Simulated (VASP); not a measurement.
Input of a VASP 6.6.1 run:

INCAR

```
  PREC = Accurate
  ENCUT = 520
  EDIFF = 1E-7
  ISMEAR = 0
  SIGMA = 0.03
  LREAL = F
  LASPH = T
  NELM = 80
  ALGO = Fast
  ISIF = 2
  LWAVE = F
  LCHARG = F
  GGA = PE
```

The input KPOINTS:

```
Automatic mesh
0
Gamma
  3 3 3
```

File POSCAR:

```
GaSb
1.0
    0.0000000000      3.0590000000      3.0590000000
    3.0590000000      0.0000000000      3.0590000000
    3.0590000000      3.0590000000      0.0000000000
Sb Ga
1 1
Direct
    0.7500000000      0.7500000000      0.7500000000
    0.0000000000      0.0000000000      0.0000000000
```

Potentials or basis: VASP PAW PBE potentials, release 64 (Sb, Ga_d).

Run with:

```bash
$ cat potpaw_PBE.64/Sb/POTCAR potpaw_PBE.64/Ga_d/POTCAR > POTCAR
$ mpirun -np 1 vasp_std > vasp.out
```

(1) Estimate the pressure.

(2) Predict the band gap on the k mesh.

## Answers

(1) 4.0 GPa.

(2) 0.03 eV, direct.

Caveat: the k mesh is coarse (spacing up to 0.59 Å⁻¹), so the values aren't converged; spin-orbit coupling is left out, which moves the levels of the heavy elements.
